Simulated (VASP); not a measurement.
# Ti (P6_3/mmc) in VASP: settings compared

The runs below take Ti through electric field gradients, with PBEsol, LDA.

Everything below comes from runs of VASP 6.6.1. Logs are shortened: lines on timing, memory, paths and dates and some standing lists are left out, and cuts for length are marked.

### Step 1. The structure

Symmetry: P6_3/mmc, No. 194, hexagonal system. Conventional cell: a = 2.950 Å, b = 2.950 Å, c = 4.680 Å, α = 90.00°, β = 90.00°, γ = 120.00°. Ti (site symmetry -6m2) has 12 Ti at 2.89 to 2.95 Å as nearest neighbours.

### Step 2. Electric field gradients, PBEsol

INCAR reads:

```
  PREC = Accurate
  ENCUT = 520
  EDIFF = 1E-7
  ISMEAR = -1
  SIGMA = 0.05
  LREAL = F
  LASPH = T
  NELM = 80
  ALGO = Normal
  ISIF = 2
  LWAVE = F
  LCHARG = F
  GGA = PS
  LEFG = T
```

KPOINTS reads:

```
Automatic mesh
0
Gamma
  13 13 7
```

POSCAR reads:

```
Ti
1.0
    2.9500000000      0.0000000000      0.0000000000
   -1.4750000000      2.5547749412      0.0000000000
    0.0000000000      0.0000000000      4.6800000000
Ti
2
Direct
    0.3333333333      0.6666666667      0.2500000000
    0.6666666667      0.3333333333      0.7500000000
```

Potentials or basis: VASP PAW PBE potentials, release 64 (Ti_sv).

Run with:

```console
$ cat potpaw_PBE.64/Ti_sv/POTCAR > POTCAR
$ mpirun -np 1 vasp_std > vasp.out
```

OUTCAR:

```text
PREC = Accurate
   ENCUT = 520
   EDIFF = 1E-7
   ISMEAR = -1
   LREAL = F
   LASPH = T
   NELM = 80
   ISIF = 2
   GGA = PS

 ion  position               nearest neighbor table
   1  0.333  0.667  0.250-   2 2.89   2 2.89   2 2.89   2 2.89   2 2.89   2 2.89
   2  0.667  0.333  0.750-   1 2.89   1 2.89   1 2.89   1 2.89   1 2.89   1 2.89

  LATTYP: Found a hexagonal cell.
 ALAT       =     2.9500000000
 C/A-ratio  =     1.5864406780

  Lattice vectors:

 A1 = (   2.9500000000,   0.0000000000,   0.0000000000)
 A2 = (  -1.4750000000,   2.5547749412,   0.0000000000)
 A3 = (   0.0000000000,   0.0000000000,   4.6800000000)

Analysis of symmetry for initial positions (statically):
=====================================================================
 Subroutine PRICEL returns:
 Original cell was already a primitive cell.

 Routine SETGRP: Setting up the symmetry group for a
 hexagonal supercell.

 Subroutine GETGRP returns: Found 24 space group operations
 (whereof 12 operations were pure point group operations)
 out of a pool of 24 trial point group operations.

The static configuration has the point symmetry D_3d.
 The point group associated with its full space group is D_6h.

Analysis of symmetry for dynamics (positions and initial velocities):
=====================================================================
 Subroutine PRICEL returns:
 Original cell was already a primitive cell.

 Routine SETGRP: Setting up the symmetry group for a
 hexagonal supercell.

 Subroutine GETGRP returns: Found 24 space group operations
 (whereof 12 operations were pure point group operations)
 out of a pool of 24 trial point group operations.

The dynamic configuration has the point symmetry D_3d.
 The point group associated with its full space group is D_6h.

 Subroutine INISYM returns: Found 24 space group operations
 (whereof 12 operations are pure point group operations),
 and found     1 'primitive' translations

----------------------------------------------------------------------------------------

                                     Primitive cell

  volume of cell :      35.2712

  direct lattice vectors                    reciprocal lattice vectors
     2.950000000  0.000000000  0.000000000     0.338983051  0.195711956  0.000000000
    -1.475000000  2.554774941  0.000000000     0.000000000  0.391423911  0.000000000
     0.000000000  0.000000000  4.680000000     0.000000000  0.000000000  0.213675214

  length of vectors
     2.950000000  2.950000000  4.680000000     0.391423911  0.391423911  0.213675214

  position of ions in fractional coordinates (direct lattice)
     0.333333333  0.666666667  0.250000000
     0.666666667  0.333333333  0.750000000

  ion indices of the primitive-cell ions
   primitive index   ion index
                 1           1
                 2           2

----------------------------------------------------------------------------------------

 KPOINTS: Automatic mesh

Automatic generation of k-mesh.
 Grid dimensions read from file:
 generate k-points for:   13   13    7

 Generating k-lattice:

  Cartesian coordinates                     Fractional coordinates (reciprocal lattice)
     0.026075619  0.015054766  0.000000000     0.076923077 -0.000000000  0.000000000
     0.000000000  0.030109532  0.000000000     0.000000000  0.076923077  0.000000000
     0.000000000  0.000000000  0.030525031     0.000000000  0.000000000  0.142857143

  Length of vectors
     0.030109532  0.030109532  0.030525031

  Shift w.r.t. Gamma in fractional coordinates (k-lattice)
     0.000000000  0.000000000  0.000000000

 Subroutine IBZKPT returns following result:
 ===========================================

 Found     84 irreducible k-points:

 Following reciprocal coordinates:
            Coordinates               Weight
  0.000000  0.000000  0.000000      1.000000
  0.076923  0.000000  0.000000      6.000000
  0.153846  0.000000  0.000000      6.000000
  0.230769  0.000000  0.000000      6.000000
  0.307692  0.000000  0.000000      6.000000
  0.384615 -0.000000  0.000000      6.000000
[... 16 lines left out ...]
  0.076923  0.000000  0.142857     12.000000
  0.153846  0.000000  0.142857     12.000000
 [... further k-points ...]
   k-points           NKPTS =     84   k-points in BZ     NKDIM =     84   number of bands    NBANDS=     16
   number of dos      NEDOS =    301   number of ions     NIONS =      2
   total plane-waves  NPLWV =  20736
   dimension x,y,z NGX =    24 NGY =   24 NGZ =   36
   dimension x,y,z NGXF=    48 NGYF=   48 NGZF=   72
   ions per type =               2
   NGX,Y,Z   is equivalent  to a cutoff of  13.53, 13.53, 12.79 a.u.
   NGXF,Y,Z  is equivalent  to a cutoff of  27.05, 27.05, 25.58 a.u.
 SYSTEM =  unknown system
   PREC   = accura    normal or accurate (medium, high low for compatibility)
   ISTART =      0    job   : 0-new  1-cont  2-samecut
   ICHARG =      2    charge: 1-file 2-atom 10-const
   ISPIN  =      1    spin polarized calculation?
   LNONCOLLINEAR =      F non collinear calculations
   LSORBIT =      F    spin-orbit coupling
   LASPH  =      T    aspherical Exc in radial PAW
   ENCUT  =  520.0 eV  38.22 Ry    6.18 a.u.   5.49  5.49  8.70*2*pi/ulx,y,z
   NELM   =     80;   NELMIN=  2; NELMDL= -5     # of ELM steps
   EDIFF  = 0.1E-06   stopping-criterion for ELM
   LREAL  =      F    real-space projection
   EDIFFG = 0.1E-05   stopping-criterion for IOM
   NSW    =      0    number of steps for IOM
   IBRION =     -1    ionic relax: 0-MD 1-quasi-New 2-CG
   NFREE  =      0    steps in history (QN), initial steepest desc. (CG)
   ISIF   =      2    stress and relaxation
   ISYM   =      2    0-nonsym 1-usesym 2-fastsym
   POTIM  = 0.5000    time-step for ionic-motion
   TEBEG  =    0.0;   TEEND  =   0.0 temperature during run
   PSTRESS=    0.0 pullay stress
   NELECT =      24.0000    total number of electrons
   NUPDOWN=      -1.0000    fix difference up-down
   EMIN   =  10.00;   EMAX   =-10.00  energy-range for DOS
   EFERMI =   0.00;   METHOD = LEGACY
   ISMEAR =    -1;   SIGMA  =   0.05  broadening in eV -4-tet -1-fermi 0-gaus
   EFERMI_NEDOS =   21; number of points for ismear=-14 and -15
   IALGO  =     38    algorithm
   IMIX   =      4    mixing-type and parameters
     AMIX     =   0.40;   BMIX     =  1.00
     AMIX_MAG =   1.60;   BMIX_MAG =  1.00
  volume/ion in A,a.u.               =      17.64       119.01
  Fermi-wavevector in a.u.,A,eV,Ry     =   1.439920  2.721055 28.209912  2.073370
  Thomas-Fermi vector in A             =   2.558722
   LORBIT       =      0    0 simple, 1 ext, 2 COOP (PROOUT), +10 PAW based schemes
   GGA     = PS    functional components
   LHFCALC =     F    Hartree Fock is set to
   AEXX    =    0.0000 exact exchange contribution
   IVDW    =     0    specifies the selected vdW correction
   LEPSILON=     F    determine dielectric tensor
   LRPA    =     F    only Hartree local field effects (RPA)
 non-spin polarized calculation
  energy-cutoff  :      520.00
  volume of cell :       35.27
 maximum number of plane-waves:       975
 NGX is ok and might be reduce to    24
   NGX = 11   NGY = 11   NGZ = 17

 number of electron      24.0000002 magnetization

 Free energy of the ion-electron system (eV)
  ---------------------------------------------------
  ext. energy  EPLUGINS =         0.00000000
  ---------------------------------------------------
  free energy    TOTEN  =       -16.65045220 eV

  energy without entropy =      -16.63190760  energy(sigma->0) =      -16.64117990

 E-fermi :   8.0524     XC(G=0): -11.5623

 val. band max:        8.0448557853   @ k =   0.3077   0.2308   0.4286
 cond. band min:       8.0612019407   @ k =   0.0769   0.0769   0.4286
 fundamental gap:      0.0163461554
 Fermi energy:         8.0524053074

 k-point     1 :       0.0000    0.0000    0.0000
  band No.  band energies     occupation
      1     -48.6047      2.00000
      2     -48.4743      2.00000
      3     -25.2797      2.00000
      4     -24.6566      2.00000
      5     -24.6566      2.00000
      6     -24.5978      2.00000
[... 8 lines left out ...]
     15       9.3013      0.00000
     16       9.3013      0.00000

 k-point     2 :       0.0769    0.0000    0.0000
  band No.  band energies     occupation
      1     -48.5991      2.00000
      2     -48.4721      2.00000
      3     -25.2672      2.00000
      4     -24.6824      2.00000
      5     -24.6652      2.00000
      6     -24.6031      2.00000
[... 8 lines left out ...]
     15       9.2267      0.00000
     16       9.4040      0.00000

 k-point     3 :       0.1538    0.0000    0.0000
  band No.  band energies     occupation
      1     -48.5834      2.00000
      2     -48.4661      2.00000
      3     -25.2311      2.00000
      4     -24.7541      2.00000
      5     -24.6884      2.00000
      6     -24.6597      2.00000
[... 8 lines left out ...]
     15       9.3343      0.00000
     16       9.3552      0.00000

 k-point     4 :       0.2308    0.0000    0.0000
  band No.  band energies     occupation
      1     -48.5603      2.00000
      2     -48.4585      2.00000
      3     -25.1761      2.00000
      4     -24.8561      2.00000
      5     -24.7596      2.00000
      6     -24.7198      2.00000
[... 8 lines left out ...]
     15       9.1353      0.00000
     16       9.7794      0.00000
[... 324 lines left out ...]
 k-point    22 :       0.0000    0.0000    0.1429
  band No.  band energies     occupation
      1     -48.5983      2.00000
      2     -48.4808      2.00000
      3     -25.2472      2.00000
      4     -24.6518      2.00000
      5     -24.6518      2.00000
      6     -24.6329      2.00000
[... 8 lines left out ...]
     15       9.2116      0.00000
     16       9.2116      0.00000

 k-point    23 :       0.0769    0.0000    0.1429
  band No.  band energies     occupation
      1     -48.5929      2.00000
      2     -48.4784      2.00000
      3     -25.2362      2.00000
      4     -24.6770      2.00000
      5     -24.6602      2.00000
      6     -24.6457      2.00000
[... 8 lines left out ...]
     15       9.1986      0.00000
     16       9.3032      0.00000

 k-point    24 :       0.1538    0.0000    0.1429
  band No.  band energies     occupation
      1     -48.5776      2.00000
      2     -48.4720      2.00000
      3     -25.2053      2.00000
      4     -24.7469      2.00000
      5     -24.6979      2.00000
      6     -24.6827      2.00000
[... 8 lines left out ...]
     15       9.1187      0.00000
     16       9.5122      0.00000

 [... further k-points ...]

------------------------ aborting loop because EDIFF is reached ----------------------------------------

  FORCE on cell =-STRESS in cart. coord.  units (eV):
  Direction    XX          YY          ZZ          XY          YZ          ZX
  --------------------------------------------------------------------------------------
  -------------------------------------------------------------------------------------
  Total       -1.2819207     -1.2819207     -1.3621023     -0.0000000     -0.0000000      0.0000000
  in kB      -58.2305964    -58.2305964    -61.8728037     -0.0000000     -0.0000000      0.0000000
  external PRESSURE =     -59.4446655 kB  Pullay stress =       0.0000000 kB

 VOLUME and BASIS-vectors are now :
 -----------------------------------------------------------------------------
  energy-cutoff  :      520.00
  volume of cell :       35.27
      direct lattice vectors                 reciprocal lattice vectors
     2.950000000  0.000000000  0.000000000     0.338983051  0.195711956  0.000000000
    -1.475000000  2.554774941  0.000000000     0.000000000  0.391423911  0.000000000
     0.000000000  0.000000000  4.680000000     0.000000000  0.000000000  0.213675214

 POSITION                                       TOTAL-FORCE (eV/Angst)
 -----------------------------------------------------------------------------------
     -0.00000      1.70318      1.17000         0.000000     -0.000000      0.000000
      1.47500      0.85159      3.51000        -0.000000      0.000000      0.000000
 -----------------------------------------------------------------------------------
    total drift:                               -0.000000      0.000000     -0.000000

  FREE ENERGIE OF THE ION-ELECTRON SYSTEM (eV)
  ---------------------------------------------------
  free  energy   TOTEN  =       -16.6504522009 eV

  energy  without entropy=      -16.6319075995  energy(sigma->0) =      -16.64117990

 Electric field gradients (V/A^2)
---------------------------------------------------------------------
 ion       V_xx      V_yy      V_zz      V_xy      V_xz      V_yz
---------------------------------------------------------------------
   1      -8.492    -8.492    16.984    -0.000     0.000    -0.000
   2      -8.492    -8.492    16.984    -0.000    -0.000     0.000
---------------------------------------------------------------------

 Electric field gradients after diagonalization (V/A^2)
 (convention: |V_zz| > |V_xx| > |V_yy|)
----------------------------------------------------------------------
 ion       V_xx      V_yy      V_zz     asymmetry (V_yy - V_xx)/ V_zz
----------------------------------------------------------------------
   1      -8.492    -8.492    16.984       0.000
   2      -8.492    -8.492    16.984       0.000
----------------------------------------------------------------------

           NMR quadrupolar parameters

 Cq : quadrupolar parameter    Cq=e*Q*V_zz/h
 eta: asymmetry parameters     (V_yy - V_xx)/ V_zz
 Q  : nuclear electric quadrupole moment in mb (millibarn)
----------------------------------------------------------------------
 ion       Cq(MHz)       eta       Q (mb)
----------------------------------------------------------------------
   1       0.041       0.000       1.000
   2       0.041       0.000       1.000
----------------------------------------------------------------------
```

Run time: 22 s. Hardware: 1 thread of Intel Xeon Platinum 8488C (Sapphire Rapids), shared host; peak memory 0.18 GiB.

What came out:

* Free energy: -16.6505 eV
* Pressure: -5.9 GPa
* Band gap on the k mesh: none (metal or under the smearing width)

Stress tensor (GPa, compression positive):
```
-5.82  0.00  0.00
 0.00 -5.82  0.00
 0.00  0.00 -6.19
```

Electric field gradients, principal values (V/Å²):
```csv
atom,Vxx,Vyy,Vzz
1 Ti,-8.492,-8.492,16.984
2 Ti,-8.492,-8.492,16.984
```

Caveat: the PAW data sets were made with another functional, which shifts forces and pressure a little.

### Step 3. Electric field gradients, LDA

INCAR, as its differences from that of step 2:

```diff
@@ -1,3 +1,3 @@
   PREC = Accurate
-  ENCUT = 520
+  ENCUT = 300
   EDIFF = 1E-7
@@ -12,3 +12,2 @@
   LCHARG = F
-  GGA = PS
   LEFG = T
```

KPOINTS reads:

```
Automatic mesh
0
Gamma
  5 5 3
```

POSCAR is that of step 2.

Potentials or basis: VASP PAW LDA potentials, release 64 (Ti_sv).

Run with:

```console
$ cat potpaw_LDA.64/Ti_sv/POTCAR > POTCAR
$ mpirun -np 1 vasp_std > vasp.out
```

OUTCAR:

```text
PREC = Accurate
   ENCUT = 300
   EDIFF = 1E-7
   ISMEAR = -1
   LREAL = F
   LASPH = T
   NELM = 80
   ISIF = 2

 ion  position               nearest neighbor table
   1  0.333  0.667  0.250-   2 2.89   2 2.89   2 2.89   2 2.89   2 2.89   2 2.89
   2  0.667  0.333  0.750-   1 2.89   1 2.89   1 2.89   1 2.89   1 2.89   1 2.89

  LATTYP: Found a hexagonal cell.
 ALAT       =     2.9500000000
 C/A-ratio  =     1.5864406780

  Lattice vectors:

 A1 = (   2.9500000000,   0.0000000000,   0.0000000000)
 A2 = (  -1.4750000000,   2.5547749412,   0.0000000000)
[... 388 lines left out ...]
  ---------------------------------------------------
  free  energy   TOTEN  =       -16.9801003732 eV

  energy  without entropy=      -16.9573103227  energy(sigma->0) =      -16.96870535

 Electric field gradients (V/A^2)
---------------------------------------------------------------------
 ion       V_xx      V_yy      V_zz      V_xy      V_xz      V_yz
---------------------------------------------------------------------
   1      -9.769    -9.771    19.540    -0.002     0.000    -0.000
   2      -9.769    -9.771    19.540    -0.002    -0.000     0.000
---------------------------------------------------------------------

 Electric field gradients after diagonalization (V/A^2)
 (convention: |V_zz| > |V_xx| > |V_yy|)
----------------------------------------------------------------------
 ion       V_xx      V_yy      V_zz     asymmetry (V_yy - V_xx)/ V_zz
----------------------------------------------------------------------
   1      -9.772    -9.768    19.540       0.000
   2      -9.772    -9.768    19.540       0.000
----------------------------------------------------------------------

           NMR quadrupolar parameters

 Cq : quadrupolar parameter    Cq=e*Q*V_zz/h
 eta: asymmetry parameters     (V_yy - V_xx)/ V_zz
 Q  : nuclear electric quadrupole moment in mb (millibarn)
----------------------------------------------------------------------
 ion       Cq(MHz)       eta       Q (mb)
----------------------------------------------------------------------
   1       0.047       0.000       1.000
   2       0.047       0.000       1.000
----------------------------------------------------------------------
```

stdout:

```text
POSCAR found type information on POSCAR Ti
 POSCAR found :  1 types and       2 ions
 scaLAPACK will be used
 LDA part: xc-table for (Slater(with rela. corr.)+CA(PZ))
 , standard interpolation
 POSCAR, INCAR and KPOINTS ok, starting setup
 FFT: planning ... GRIDC
 FFT: planning ... GRID_SOFT
 FFT: planning ... GRID
 WAVECAR not read
 entering main loop
ion   1

ion   2
```

Wall time 2.7 s (1 thread of Intel Xeon Platinum 8488C (Sapphire Rapids), shared host); peak memory 0.11 GiB.

Results:

```yaml
Free_energy: -16.9801 eV
Band_gap_on_the_k_mesh: none (metal or under the smearing width)
```

Electric field gradients, principal values (V/Å²):
| atom | Vxx | Vyy | Vzz |
| --- | --- | --- | --- |
| 1 Ti | -9.768 | -9.772 | 19.540 |
| 2 Ti | -9.768 | -9.772 | 19.540 |

Caveat: the k mesh is coarse (spacing up to 0.49 Å⁻¹), so the values aren't converged; the cutoff is under 1.25 times the usual one of these potentials, so pressure, stress and relaxed cells hold a basis-set (Pulay) error.
